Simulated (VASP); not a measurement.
Ti, 3 atoms in the cell. The typed cell holds 3 atoms: a = 4.567 Å, b = 4.567 Å, c = 2.826 Å, α = 90.00°, β = 90.00°, γ = 120.00°. This isn't the form of Ti at room conditions, which is hcp. The cell isn't the ideal one: atoms moved at random, drawn with an rms of 0.05 Å.

* Program: VASP 6.6.1
* Task: single point
* Functional: PBE
* Potentials or basis: VASP PAW PBE potentials, release 64 (Ti_sv)
* Cutoff: 520 eV
* k mesh: 7 × 7 × 9
* Occupations: fermi-dirac, width 0.05 eV
* Spin: no spin polarisation
* Further INCAR settings: ALGO = Normal; EDIFF = 1e-07; NBANDS = 25

Potentials or basis: VASP PAW PBE potentials, release 64 (Ti_sv).

Command:

```console
$ cat potpaw_PBE.64/Ti_sv/POTCAR > POTCAR
$ mpirun -np 1 vasp_std > vasp.out
```

Hardware: 1 thread of Intel(R) Xeon(R) Platinum 8559C (Emerald Rapids), on a shared host.

Task: Estimate the wall time of this run.

Result: It took 3.9 min on 1 thread of Intel(R) Xeon(R) Platinum 8559C (Emerald Rapids), on a shared host, peak memory 0.32 GiB. Counts: scf iterations 18, k points 221.
